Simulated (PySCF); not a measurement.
Species: 1-butene, C₄H₈.
Numbering: `[CH2:1]=[CH:2][CH2:3][CH3:4]` (hydrogens: H5, H6 on C1; H7 on C2; H8, H9 on C3; H10, H11, H12 on C4)

Level of theory: PBE0-D3(BJ)/def2-TZVP geometry optimisation, gas phase (PySCF 2.14.0).

(1) Give the optimised bond lengths and angles.

Answers

(1) 
```json
{"bond": "C1=C2", "length (bohr)": "2.504"}
{"bond": "C2–C3", "length (bohr)": "2.820"}
{"bond": "C3–C4", "length (bohr)": "2.881"}
{"bond": "C1–H5", "length (bohr)": "2.052"}
{"bond": "C1–H6", "length (bohr)": "2.048"}
{"bond": "C2–H7", "length (bohr)": "2.059"}
{"bond": "C3–H8, C3–H9", "length (bohr)": "2.070"}
{"bond": "C4–H10, C4–H11, C4–H12", "length (bohr)": "2.065"}
```

Bonds in one row agree within 0.02 bohr and their mean is given. A selection of angles:
```json
{"angle": "C2–C1–H5", "degrees": "121.3"}
{"angle": "C2–C1–H6", "degrees": "121.7"}
{"angle": "H5–C1–H6", "degrees": "117.0"}
{"angle": "C1–C2–C3", "degrees": "125.3"}
{"angle": "C1–C2–H7", "degrees": "118.9"}
{"angle": "C3–C2–H7", "degrees": "115.8"}
{"angle": "C2–C3–C4", "degrees": "112.4"}
{"angle": "C2–C3–H8", "degrees": "109.1"}
{"angle": "C4–C3–H8", "degrees": "108.9"}
{"angle": "H8–C3–H9", "degrees": "106.7"}
{"angle": "C3–C4–H10", "degrees": "110.8"}
{"angle": "H10–C4–H11", "degrees": "108.2"}
```

Torsions: C1–C2–C3–C4 120° (anticlinal). The mirror-image conformer, all signs reversed, is as good.

Of the pairs four or more bonds apart, H5···H9 is among the closest relative to their van der Waals radii: 2.43 Å, 101 % of the sum of Bondi's values. The 3 C–C bonds span 1.325 Å (C1=C2, drawn double) to 1.525 Å (C3–C4, drawn single), a spread of 0.200 Å.

Point group: C1 (no symmetry element, even within 0.4 Å). No frequency check. One conformer, not necessarily the lowest.
